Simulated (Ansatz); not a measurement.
Input and command of a calculation in Ansatz (plane waves; scalar-relativistic PAW potentials unless the input names others):

```yaml
crystal:
  lattice:
    - [0.0, 3.2885660388, 3.2885660388]
    - [3.2885660388, 0.0, 3.2885660388]
    - [3.2885660388, 3.2885660388, 0.0]
  atoms:
    - { symbol: Sn, position: [0.5, 0.5, 0.5] }
    - { symbol: Sn, position: [0.75, 0.75, 0.75] }
basis:
  ecutwfc: "25.7 Ry"
kpoints:
  mp_grid: { grid: [12, 12, 12] }
hamiltonian:
  xc: pbesol
scf:
  occupations: { method: gaussian, width: 0.1 }
  algorithm: direct_min
output:
  forces: true
  eigenvalues: true
  stress: true
```

```bash
ansatz run input.yaml --threads 1 --pin off --max-ram 1331MiB --backend cpu --events-out ev --progress --plain --runs-dir out
```

Abridged log:
```
Warning: basis.ecutwfc = 349.66631326 eV is below the records' recommended 420 eV, and the density's cutoff is lower with it unless basis.ecutrho_ratio is high enough to keep the records' density cutoff: compare with a run at a higher cutoff
Basis set: ecut = 349.66631326 eV, 1067 PW (Γ), exchange–correlation on 60×60×60 points (8 copies of the dense FFT grid, shifted against one another)
Bands: 18, of which v1, the nominal top of the filled ones, is band 14 counted from 1 (13 counted from 0)
Symmetry: 48 space group operations
k-points: 72 of 1728
SCF iter   1: F=—  HF=-11899.501612 eV  |F-HF|=—  |Δ(HF+E_count)|=         —  Δρ=2.85e-3  dr2=6.31e-3  ethr=1.77e-3  ⟨swp⟩=8.2  Hψ=5703  notcnv=0
SCF iter   2: F=—  HF=-11899.502072 eV  |F-HF|=—  |Δ(HF+E_count)|=   4.59e-4  Δρ=1.84e-3  dr2=2.18e-3  ethr=2.25e-5  ⟨swp⟩=4.1  Hψ=4157  notcnv=0
SCF iter   3: F=—  HF=-11899.500738 eV  |F-HF|=—  |Δ(HF+E_count)|=   1.33e-3  Δρ=2.86e-4  dr2=6.12e-5  ethr=2.55e-7  ⟨swp⟩=4.0  Hψ=6255  notcnv=0
SCF iter   4: F=-11899.500705 eV  HF=-11899.500705 eV  |F-HF|=1.66e-8  |Δ(HF+E_count)|=   3.28e-5  Δρ=4.55e-6  dr2=8.65e-9  ethr=2.19e-7  ⟨swp⟩=2.0  Hψ=2309  notcnv=0
SCF 1 converged in 4 iterations: F = -11899.500705 eV  dr2 = 8.65e-9
  Residual-converged pass: ⟨swp⟩=4.9  Hψ=4087  notcnv=0  max |occ|·‖R‖ = 6.6e-6 eV (tolerance 6.7e-6 eV) dr2=1.21e-8  dr2_onsite=7.74e-10  max |Δocc| = 1.0e-7
SCF converged after 4 iterations
Stability not checked: this state was not tested for a lower state beside it, because a direct minimisation reached the state, and no test of it is asked (direct_minimisation; see scf.lower_state_search)
Free energy (F): -11899.500705 eV
Harris-Foulkes:  -11899.500705 eV  (|F-HF|=1.66e-8)
Internal energy: -11899.499432 eV  (E = F + TS)
E sigma→0 (E₀):  -11899.500069 eV
Entropy (-TS):   -0.001274 eV (-0.637 meV/atom)
Fermi energy:    7.150863 eV
--- Forces (eV/Å), atoms counted from 1 ---
  atom   1  Sn     0.00000000     0.00000000     0.00000000
  atom   2  Sn     0.00000000     0.00000000     0.00000000
--- Stress (GPa, compression-positive) ---
       -0.648423       0.000000       0.000000
        0.000000      -0.648423       0.000000
        0.000000       0.000000      -0.648423
  P = ⅓ Tr σ = -0.6484 GPa (-6.484 kbar)
```

Apart from outputs and empty bands, the input differs from a reference run on usual settings in basis.ecutwfc: 420 → "25.7 Ry"; scf.algorithm: not typed → "direct_min". The reference, at the same geometry (not necessarily relaxed), gave pressure -0.67 GPa, largest force 0.000 eV/Å, no gap on the mesh. This run converged in 4 SCF iterations (reference: 7) with an energy at zero smearing 2.16 meV/atom above the reference's, pressure -0.65 GPa, largest force 0.000 eV/Å, no gap on the mesh. Its cutoff is looser than usual, and the result moved.